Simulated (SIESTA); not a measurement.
The system is CdSe.

```
Cd Se
1.0
     0.00000    3.07027    3.07027
     3.07027    0.00000    3.07027
     3.07027    3.07027    0.00000
Cd Se
1 1
Direct
  0.00000 0.00000 0.00000
  0.25000 0.25000 0.25000
```

Measurements of this composition are mostly on another form, of space group No. 186.

Base run:

* Program: SIESTA 5.4.2
* Functional: PBE
* Potentials or basis: PseudoDojo 0.4 standard (PBE files)
* Basis: TZTP (energy shift 0.002 Ry)
* Grid cutoff: 800 Ry
* Energy shift: 0.002 Ry
* k mesh: 8 × 8 × 8
* Occupations: fermi-dirac, width 0.05 eV
* Spin: no spin polarisation

Its results: band gap on the k mesh 0.74 eV, direct; pressure 2.2 GPa.

After a change of settings the same cell gave: band gap on the k mesh 1.07 eV, direct; pressure 2.4 GPa. Which change was it?
A. basis from TZTP (energy shift 0.002 Ry) to SZP (energy shift 0.005 Ry); energy shift from 0.002 Ry to 0.005 Ry
B. functional from PBE to OLYP; basis from TZTP (energy shift 0.002 Ry) to DZP (energy shift 0.002 Ry)
C. basis from TZTP (energy shift 0.002 Ry) to DZP (energy shift 0.002 Ry); k mesh from 8 × 8 × 8 to 6 × 6 × 6

A.

Caveats: the basis of atomic orbitals isn't converged, which shifts pressures, moduli and gaps; semicore shells carry a single zeta, which can move pressures by several GPa and volumes by a few percent (some runs).
